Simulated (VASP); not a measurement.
Crystal: C.

```
CELL_PARAMETERS angstrom
0.00000 1.78337 1.78337
1.78337 0.00000 1.78337
1.78337 1.78337 0.00000
ATOMIC_POSITIONS crystal
C 0.00000 0.00000 0.00000
C 0.25000 0.25000 0.25000
```

This isn't the form of C at room conditions, which is graphite.

Base run:

```yaml
Program: VASP 6.6.1
Functional: PBEsol
Potentials_or_basis: VASP PAW PBE potentials, release 64 (C)
Cutoff: 520 eV
k_mesh: 11 × 11 × 11
Occupations: fermi-dirac, width 0.02 eV
Spin: no spin polarisation
```

Its results: band gap on the k mesh 4.00 eV, indirect (least direct gap 5.54 eV); pressure -3.8 GPa.

After a change of settings the same cell gave: band gap on the k mesh 4.10 eV, indirect (least direct gap 5.54 eV); pressure -11.6 GPa. Which change was it?
A. functional from PBEsol to LDA; potentials or basis from VASP PAW PBE potentials, release 64 (C) to VASP PAW LDA potentials, release 64 (C)
B. functional from PBEsol to PBE
C. functional from PBEsol to HSE06; k mesh from 11 × 11 × 11 to 8 × 8 × 8
D. functional from PBEsol to r2SCAN

A.

Caveats: an odd mesh through Γ misses points on the zone boundary, where band edges often lie; the PAW data sets were made with another functional, which shifts forces and pressure a little (some runs).
